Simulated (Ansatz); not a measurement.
# BP: the cost of one run

Method: reference: DFT, HSE06, plane waves, PAW, in Ansatz 0.2.0.

5 further runs of the same task are left out: 5 that didn't finish.

## Step 1: The starting structure

It takes space group Fm-3m (No. 225, cubic). The conventional cell has a = 4.311 Å, b = 4.311 Å, c = 4.311 Å, α = 90.00°, β = 90.00°, γ = 90.00°. Around B (site symmetry m-3m) lie 6 P at 2.16 Å. P (site symmetry m-3m) has 6 B at 2.16 Å as nearest neighbours.

As a file:

```cif
data_structure
_symmetry_space_group_name_H-M 'Fm-3m'
_symmetry_Int_Tables_number 225
_cell_length_a 4.3108
_cell_length_b 4.3108
_cell_length_c 4.3108
_cell_angle_alpha 90.000
_cell_angle_beta 90.000
_cell_angle_gamma 90.000
_cell_volume 80.11
loop_
_atom_site_label
_atom_site_type_symbol
_atom_site_symmetry_multiplicity
_atom_site_Wyckoff_symbol
_atom_site_fract_x
_atom_site_fract_y
_atom_site_fract_z
_atom_site_occupancy
B1 B 4 a 0.00000 0.00000 0.00000 1
P1 P 4 b 0.50000 0.00000 0.00000 1
```

## Step 2: The reference run

input.yaml

```yaml
crystal:
  lattice:
    - [0.0, 2.1554244777, 2.1554244777]
    - [2.1554244777, 0.0, 2.1554244777]
    - [2.1554244777, 2.1554244777, 0.0]
  atoms:
    - { symbol: B, position: [0.0, 0.0, 0.0] }
    - { symbol: P, position: [0.5, 0.5, 0.5] }
kpoints:
  mp_grid: { grid: [4, 4, 4] }
hamiltonian:
  xc: hse06
scf:
  occupations: { method: fermi_dirac, width: 0.02 }
  n_extra_bands: 4
output:
  forces: true
  stress: true
  eigenvalues: true
```

Started as:

```
ansatz run input.yaml --threads 4 --pin off --max-ram 3686MiB --backend cpu --events-out ev --progress --plain --runs-dir out
```

**Question.** How long does this run take on 4 threads of an Arm CPU, shared host, and how much memory does it need?

About 2.7 s, with a peak of 0.38 GiB.
